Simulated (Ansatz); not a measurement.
## Strain response of WSe₂

All numbers below come from DFT PBE+D3(BJ), scalar-relativistic, plane waves, PAW (Ansatz). Run with 420 eV cutoff, 12×12×2 k-mesh, Gaussian smearing of 0.02 eV, no spin polarisation.

The relaxed crystal:

```
W Se
1.0
     3.27917    0.00000    0.00000
    -1.63959    2.83985    0.00000
     0.00000    0.00000   12.78840
W Se
2 4
Direct
  0.66667 0.33333 0.24996
  0.33333 0.66667 0.75004
  0.33333 0.66667 0.38166
  0.66667 0.33333 0.88173
  0.33333 0.66667 0.11827
  0.66667 0.33333 0.61834
```

Deformation: uniaxial strain along a, with the lengths of b and c and the atoms relaxed and the angles held, all within the symmetry that the strain leaves. Energies are extrapolated to zero smearing. Stress is positive in compression, on the Cartesian axes of the cell above. Gaps are Kohn–Sham gaps over the whole zone.

Spin-orbit coupling is left out, which matters for the bands and energies of heavy elements.

| strain (%) | ΔE (meV/atom) | a (Å) | b (Å) | c (Å) | σxx (GPa) | σyy (GPa) | σzz (GPa) | σyz (GPa) | σxz (GPa) | σxy (GPa) | gap (eV) |
| --- | --- | --- | --- | --- | --- | --- | --- | --- | --- | --- | --- |
| -3.0 | 11.8 | 3.181 | 3.266 | 12.847 | 6.59 | -0.07 | 0.01 | 0.00 | 0.00 | -0.11 | 0.87 |
| -1.5 | 2.8 | 3.230 | 3.273 | 12.818 | 3.07 | -0.04 | -0.01 | 0.00 | 0.00 | -0.05 | 0.87 |
| +0.0 | 0.0 | 3.279 | 3.279 | 12.788 | -0.01 | -0.01 | 0.00 | 0.00 | 0.00 | 0.00 | 0.87 |
| +1.5 | 2.6 | 3.328 | 3.285 | 12.758 | -2.72 | 0.02 | 0.00 | 0.00 | 0.00 | 0.04 | 0.86 |
| +3.0 | 9.8 | 3.378 | 3.291 | 12.729 | -5.08 | 0.05 | 0.00 | 0.00 | 0.00 | 0.07 | 0.85 |